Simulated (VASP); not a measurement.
# Mg in VASP: reference runs

Aim: a first look at Mg with PBE, on the cell as given.

Program: VASP 6.6.1. These are calculated values, not measurements. Logs are shortened: lines on timing, memory, paths and dates and some standing lists are left out, and cuts for length are marked.

## 1. The cell of the first run

The cell holds a slab with vacuum, 4 atoms: a = 3.185 Å, b = 3.185 Å, c = 22.700 Å, α = 90.00°, β = 90.00°, γ = 120.00°.

The slab is cut from a database's or a generator's crystal, which needn't be the stable form of the element.

## 2. Single point, PBE (the (0 0 1) slab of Mg, cut from the database cell, not relaxed)

File INCAR:

```
SYSTEM = Mg
ALGO = Normal
DIPOL = 0.5 0.5 0.500
EDIFF = 1E-7
ENCUT = 520
GGA = PE
IDIPOL = 3
ISIF = 2
ISMEAR = -1
LASPH = .TRUE.
LCHARG = .FALSE.
LDIPOL = .TRUE.
LREAL = .FALSE.
LWAVE = .FALSE.
NBANDS = 12
NELM = 80
PREC = Accurate
SIGMA = 0.05
```

File KPOINTS:

```
k-points
0
G
  10 10 1
  0 0 0
```

File POSCAR:

```
Mg
1.0
    3.1853886285      0.0000000000      0.0000000000
   -1.5926943142      2.7586274731      0.0000000000
    0.0000000000      0.0000000000     22.6998773267
Mg
4
Direct
    0.6666666667      0.3333333333      0.3303982613
    0.3333333333      0.6666666667      0.4437577670
    0.6666666666      0.3333333333      0.5562422330
    0.3333333333      0.6666666667      0.6696017387
```

Potentials or basis: VASP PAW PBE potentials, release 64 (Mg).

Command:

```bash
$ cat potpaw_PBE.64/Mg/POTCAR > POTCAR
$ mpirun -np 1 vasp_std > vasp.out
```

OUTCAR:

```text
SYSTEM = Mg
   EDIFF = 1E-7
   ENCUT = 520
   GGA = PE
   ISIF = 2
   ISMEAR = -1
   LASPH = .TRUE.
   LREAL = .FALSE.
   NELM = 80
   PREC = Accurate

 ion  position               nearest neighbor table
   1  0.667  0.333  0.330-   2 3.16   2 3.16   2 3.16
   2  0.333  0.667  0.444-   3 3.15   3 3.15   3 3.15   1 3.16   1 3.16   1 3.16
   3  0.667  0.333  0.556-   2 3.15   2 3.15   2 3.15   4 3.16   4 3.16   4 3.16
   4  0.333  0.667  0.670-   3 3.16   3 3.16   3 3.16

  LATTYP: Found a hexagonal cell.
 ALAT       =     3.1853886285
 C/A-ratio  =     7.1262505063

  Lattice vectors:

 A1 = (   3.1853886285,   0.0000000000,   0.0000000000)
 A2 = (  -1.5926943142,   2.7586274731,   0.0000000000)
 A3 = (   0.0000000000,   0.0000000000,  22.6998773267)

Analysis of symmetry for initial positions (statically):
=====================================================================
 Subroutine PRICEL returns:
 Original cell was already a primitive cell.

 Routine SETGRP: Setting up the symmetry group for a
 hexagonal supercell.

 Subroutine GETGRP returns: Found 12 space group operations
 (whereof 12 operations were pure point group operations)
 out of a pool of 24 trial point group operations.

The static configuration has the point symmetry D_3d.

Analysis of symmetry for dynamics (positions and initial velocities):
=====================================================================
 Subroutine PRICEL returns:
 Original cell was already a primitive cell.

 Routine SETGRP: Setting up the symmetry group for a
 hexagonal supercell.

 Subroutine GETGRP returns: Found 12 space group operations
 (whereof 12 operations were pure point group operations)
 out of a pool of 24 trial point group operations.

The dynamic configuration has the point symmetry D_3d.

 Subroutine INISYM returns: Found 12 space group operations
 (whereof 12 operations are pure point group operations),
 and found     1 'primitive' translations

----------------------------------------------------------------------------------------

                                     Primitive cell

  volume of cell :     199.4706

  direct lattice vectors                    reciprocal lattice vectors
     3.185388629  0.000000000  0.000000000     0.313933437  0.181249554  0.000000000
    -1.592694314  2.758627473  0.000000000     0.000000000  0.362499109  0.000000000
     0.000000000  0.000000000 22.699877327     0.000000000  0.000000000  0.044053102

  length of vectors
     3.185388629  3.185388628 22.699877327     0.362499109  0.362499109  0.044053102

  position of ions in fractional coordinates (direct lattice)
     0.666666667  0.333333333  0.330398261
     0.333333333  0.666666667  0.443757767
     0.666666667  0.333333333  0.556242233
     0.333333333  0.666666667  0.669601739

  ion indices of the primitive-cell ions
   primitive index   ion index
                 1           1
                 2           2
                 3           3
                 4           4

----------------------------------------------------------------------------------------

 KPOINTS: k-points

Automatic generation of k-mesh.
 Grid dimensions read from file:
 generate k-points for:   10   10    1

 Generating k-lattice:

  Cartesian coordinates                     Fractional coordinates (reciprocal lattice)
     0.031393344  0.018124955  0.000000000     0.100000000 -0.000000000  0.000000000
     0.000000000  0.036249911  0.000000000     0.000000000  0.100000000  0.000000000
     0.000000000  0.000000000  0.044053102     0.000000000  0.000000000  1.000000000

  Length of vectors
     0.036249911  0.036249911  0.044053102

  Shift w.r.t. Gamma in fractional coordinates (k-lattice)
     0.000000000  0.000000000  0.000000000

 Subroutine IBZKPT returns following result:
 ===========================================

 Found     14 irreducible k-points:

 Following reciprocal coordinates:
            Coordinates               Weight
  0.000000  0.000000  0.000000      1.000000
  0.100000  0.000000  0.000000      6.000000
  0.200000  0.000000  0.000000      6.000000
  0.300000  0.000000  0.000000      6.000000
  0.400000  0.000000  0.000000      6.000000
  0.500000  0.000000  0.000000      3.000000
  0.100000  0.100000  0.000000      6.000000
  0.200000  0.100000  0.000000     12.000000
  0.300000  0.100000  0.000000     12.000000
  0.400000  0.100000  0.000000     12.000000
  0.200000  0.200000  0.000000      6.000000
  0.300000  0.200000  0.000000     12.000000
  0.400000  0.200000  0.000000      6.000000
  0.300000  0.300000  0.000000      6.000000
   k-points           NKPTS =     14   k-points in BZ     NKDIM =     14   number of bands    NBANDS=     12
   number of dos      NEDOS =    301   number of ions     NIONS =      4
   total plane-waves  NPLWV = 103680
   dimension x,y,z NGX =    24 NGY =   24 NGZ =  180
   dimension x,y,z NGXF=    48 NGYF=   48 NGZF=  360
   ions per type =               4
   NGX,Y,Z   is equivalent  to a cutoff of  12.53, 12.53, 13.18 a.u.
   NGXF,Y,Z  is equivalent  to a cutoff of  25.05, 25.05, 26.37 a.u.
 SYSTEM =  Mg
   PREC   = accura    normal or accurate (medium, high low for compatibility)
   ISTART =      0    job   : 0-new  1-cont  2-samecut
   ICHARG =      2    charge: 1-file 2-atom 10-const
   ISPIN  =      1    spin polarized calculation?
   LNONCOLLINEAR =      F non collinear calculations
   LSORBIT =      F    spin-orbit coupling
   LASPH  =      T    aspherical Exc in radial PAW
   ENCUT  =  520.0 eV  38.22 Ry    6.18 a.u.   5.92  5.92 42.21*2*pi/ulx,y,z
   NELM   =     80;   NELMIN=  2; NELMDL= -5     # of ELM steps
   EDIFF  = 0.1E-06   stopping-criterion for ELM
   LREAL  =      F    real-space projection
   EDIFFG = 0.1E-05   stopping-criterion for IOM
   NSW    =      0    number of steps for IOM
   IBRION =     -1    ionic relax: 0-MD 1-quasi-New 2-CG
   NFREE  =      0    steps in history (QN), initial steepest desc. (CG)
   ISIF   =      2    stress and relaxation
   ISYM   =      2    0-nonsym 1-usesym 2-fastsym
   POTIM  = 0.5000    time-step for ionic-motion
   TEBEG  =    0.0;   TEEND  =   0.0 temperature during run
   PSTRESS=    0.0 pullay stress
   NELECT =       8.0000    total number of electrons
   NUPDOWN=      -1.0000    fix difference up-down
   EMIN   =  10.00;   EMAX   =-10.00  energy-range for DOS
   EFERMI =   0.00;   METHOD = LEGACY
   ISMEAR =    -1;   SIGMA  =   0.05  broadening in eV -4-tet -1-fermi 0-gaus
   EFERMI_NEDOS =   21; number of points for ismear=-14 and -15
   IALGO  =     38    algorithm
   IMIX   =      4    mixing-type and parameters
     AMIX     =   0.40;   BMIX     =  1.00
     AMIX_MAG =   1.60;   BMIX_MAG =  1.00
  volume/ion in A,a.u.               =      49.87       336.52
  Fermi-wavevector in a.u.,A,eV,Ry     =   0.560375  1.058955  4.272498  0.314020
  Thomas-Fermi vector in A             =   1.596221
   LORBIT       =      0    0 simple, 1 ext, 2 COOP (PROOUT), +10 PAW based schemes
   GGA     = PE    functional components
   LHFCALC =     F    Hartree Fock is set to
   AEXX    =    0.0000 exact exchange contribution
   IVDW    =     0    specifies the selected vdW correction
   LEPSILON=     F    determine dielectric tensor
   LRPA    =     F    only Hartree local field effects (RPA)
 non-spin polarized calculation
  energy-cutoff  :      520.00
  volume of cell :      199.47
 maximum number of plane-waves:      5406
 NGX is ok and might be reduce to    24
   NGX = 11   NGY = 11   NGZ = 85

 dipolmoment           0.000000      0.000000     -0.000000 electrons x Angstroem

 number of electron       8.0000000 magnetization

 dipolmoment           0.000000      0.000000      0.000000 electrons x Angstroem

 Free energy of the ion-electron system (eV)
  ---------------------------------------------------
  ext. energy  EPLUGINS =         0.00000000
  ---------------------------------------------------
  free energy    TOTEN  =        -5.44026360 eV

  energy without entropy =       -5.42529622  energy(sigma->0) =       -5.43277991

 E-fermi :  -0.6468     XC(G=0):  -4.6341

 val. band max:       -0.9277848686   @ k =   0.4000   0.0000   0.0000
 cond. band min:      -0.5823629252   @ k =   0.4000   0.1000   0.0000
 fundamental gap:      0.3454219434
 Fermi energy:        -0.6467606864

 k-point     1 :       0.0000    0.0000    0.0000
  band No.  band energies     occupation
      1      -7.5172      2.00000
      2      -6.6652      2.00000
      3      -5.3565      2.00000
      4      -3.5334      2.00000
      5      -1.7831      2.00000
      6       0.4761      0.00000
      7       2.0493      0.00000
      8       3.0589      0.00000
      9       3.2589      0.00000
     10       5.1137      0.00000
     11       5.2148      0.00000
     12       7.9000      0.00000

 k-point     2 :       0.1000    0.0000    0.0000
  band No.  band energies     occupation
      1      -7.3195      2.00000
      2      -6.4687      2.00000
      3      -5.1617      2.00000
      4      -3.3396      2.00000
      5      -1.5986      2.00000
      6       0.6615      0.00000
      7       2.2391      0.00000
      8       3.2496      0.00000
      9       3.4496      0.00000
     10       5.2930      0.00000
     11       5.3944      0.00000
     12       7.5759      0.00000

 k-point     3 :       0.2000    0.0000    0.0000
  band No.  band energies     occupation
      1      -6.7289      2.00000
      2      -5.8817      2.00000
      3      -4.5801      2.00000
      4      -2.7624      2.00000
      5      -1.0453      1.99931
      6       1.2037      0.00000
      7       2.7948      0.00000
      8       3.8025      0.00000
      9       4.0004      0.00000
     10       4.6611      0.00000
     11       5.3015      0.00000
     12       5.8507      0.00000

 k-point     4 :       0.3000    0.0000    0.0000
  band No.  band energies     occupation
      1      -5.7528      2.00000
      2      -4.9119      2.00000
      3      -3.6207      2.00000
      4      -1.8211      2.00000
      5      -0.1241      0.00006
      6       1.5958      0.00000
      7       2.4545      0.00000
      8       2.5651      0.00000
      9       3.6771      0.00000
     10       3.9999      0.00000
     11       4.8183      0.00000
     12       5.0311      0.00000

 k-point     5 :       0.4000    0.0000    0.0000
  band No.  band energies     occupation
      1      -4.4041      2.00000
      2      -3.5741      2.00000
      3      -2.3095      2.00000
      4      -0.9278      1.99278
      5      -0.1387      0.00008
      6       0.2491      0.00000
      7       1.1438      0.00000
      8       1.5171      0.00000
      9       3.1871      0.00000
     10       3.5871      0.00000
     11       4.8757      0.00000
     12       5.1323      0.00000
[... 78 lines left out ...]
      1      -5.1721      2.00000
      2      -4.3353      2.00000
      3      -3.0514      2.00000
      4      -1.2695      1.99999
      5       0.4277      0.00000
      6       2.0799      0.00000
      7       2.2429      0.00000
      8       2.9329      0.00000
      9       3.0829      0.00000
     10       3.3093      0.00000
     11       4.0629      0.00000
     12       4.5936      0.00000

 k-point    12 :       0.3000    0.2000    0.0000
  band No.  band energies     occupation
      1      -3.8325      2.00000
      2      -3.0078      2.00000
      3      -1.7554      2.00000
      4      -0.3998      0.01422
      5       0.3634      0.00000
      6       0.7770      0.00000
      7       1.6763      0.00000
      8       1.7980      0.00000
      9       1.8860      0.00000
     10       2.8813      0.00000
     11       3.7190      0.00000
     12       3.9409      0.00000

 k-point    13 :       0.4000    0.2000    0.0000
  band No.  band energies     occupation
      1      -2.1716      2.00000
      2      -2.1320      2.00000
      3      -1.4037      2.00000
      4      -1.3340      2.00000
      5      -0.0140      0.00001
      6       0.0743      0.00000
      7       1.1732      0.00000
      8       1.6678      0.00000
      9       2.5394      0.00000
     10       2.5596      0.00000
     11       3.3128      0.00000
     12       3.4194      0.00000

 k-point    14 :       0.3000    0.3000    0.0000
  band No.  band energies     occupation
      1      -2.3316      2.00000
      2      -1.5372      2.00000
      3      -0.5388      0.20677
      4      -0.5353      0.19429
      5      -0.4272      0.02449
      6       0.2422      0.00000
      7       0.6190      0.00000
      8       1.7357      0.00000
      9       1.7364      0.00000
     10       2.0220      0.00000
     11       3.2300      0.00000
     12       3.4018      0.00000

------------------------ aborting loop because EDIFF is reached ----------------------------------------

 vacuum level on the upper side and lower side of the slab       (xc-potential included)        -0.144        -0.144

  FORCE on cell =-STRESS in cart. coord.  units (eV):
  Direction    XX          YY          ZZ          XY          YZ          ZX
  --------------------------------------------------------------------------------------
  -------------------------------------------------------------------------------------
  Total       -0.9781183     -0.9781183      1.1596589     -0.0000000     -0.0000000     -0.0000000
  in kB       -7.8563886     -7.8563886      9.3145493     -0.0000000     -0.0000000     -0.0000000
  external PRESSURE =      -2.1327426 kB  Pullay stress =       0.0000000 kB

 VOLUME and BASIS-vectors are now :
 -----------------------------------------------------------------------------
  energy-cutoff  :      520.00
  volume of cell :      199.47
      direct lattice vectors                 reciprocal lattice vectors
     3.185388629  0.000000000  0.000000000     0.313933437  0.181249554  0.000000000
    -1.592694314  2.758627473  0.000000000     0.000000000  0.362499109  0.000000000
     0.000000000  0.000000000 22.699877327     0.000000000  0.000000000  0.044053102

 POSITION                                       TOTAL-FORCE (eV/Angst)
 -----------------------------------------------------------------------------------
      1.59269      0.91954      7.50000         0.000000      0.000000     -0.131048
     -0.00000      1.83908     10.07325         0.000000      0.000000     -0.059864
      1.59269      0.91954     12.62663        -0.000000      0.000000      0.059864
     -0.00000      1.83908     15.19988         0.000000     -0.000000      0.131048
 -----------------------------------------------------------------------------------
    total drift:                               -0.000000      0.000000     -0.000000

  FREE ENERGIE OF THE ION-ELECTRON SYSTEM (eV)
  ---------------------------------------------------
  free  energy   TOTEN  =        -5.4402636018 eV

  energy  without entropy=       -5.4252962242  energy(sigma->0) =       -5.43277991

 vacuum level on the upper side and lower side of the slab         2.899         2.899
```

It took 49 s on 1 thread of Intel Xeon Platinum 8375C at 2.90GHz (Ice Lake), shared host; peak memory 0.29 GiB.

What came out:

```
Free energy            : -5.4403 eV
Largest force          : 0.131 eV/Å
Band gap on the k mesh : none (metal or under the smearing width)
```

Forces on the atoms (eV/Å):
```
Mg   0.000  0.000 -0.131
Mg   0.000  0.000 -0.060
Mg   0.000  0.000  0.060
Mg   0.000  0.000  0.131
```

Levels at points of the mesh, in eV from the Fermi level:
| k point | band 2 | band 3 | band 4 | band 5 | band 6 | band 7 |
| --- | --- | --- | --- | --- | --- | --- |
| (0.00, 0.00, 0.00) | -6.02 | -4.71 | -2.89 | -1.14 | 1.12 | 2.70 |
| (0.50, 0.00, 0.00) | -2.05 | -1.31 | -1.23 | 0.08 | 0.22 | 1.78 |
